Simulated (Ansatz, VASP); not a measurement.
# Two plane-wave programs on C

```
C
1.0
     0.00000    1.77690    1.77690
     1.77690    0.00000    1.77690
     1.77690    1.77690    0.00000
C
2
Direct
  0.50000 0.50000 0.50000
  0.75000 0.75000 0.75000
```

Alike in both runs: functional PBEsol; k mesh 12 × 12 × 12; occupations gaussian, width 0.02 eV; no spin polarisation.

Ansatz relaxed the structure, and its values are those at the end. VASP's run is a single point on that final structure, the one shown.

|  | VASP | Ansatz |
| --- | --- | --- |
| version | VASP 6.6.1 | Ansatz 0.2.0 |
| potentials or method | VASP PAW PBE potentials, release 64 (C) | scalar-relativistic, plane waves, PAW |
| plane-wave cutoff (eV) | 520 | 420 |
| valence electrons in the cell | 8 | 8 |

|  | VASP | Ansatz | Ansatz less VASP |
| --- | --- | --- | --- |
| gap on the k mesh at the Fermi level (eV) | 4.06 | 4.07 | +0.006 |
| least direct gap on the mesh (eV) | 5.57 | 5.57 | 0.000 |
| pressure (GPa) | 1.1 | 0.0 | -1.16 |

Ansatz warned: «pseudo_functional_mismatch».

Caveats: the PAW data sets were made with another functional, which shifts forces and pressure a little (VASP).
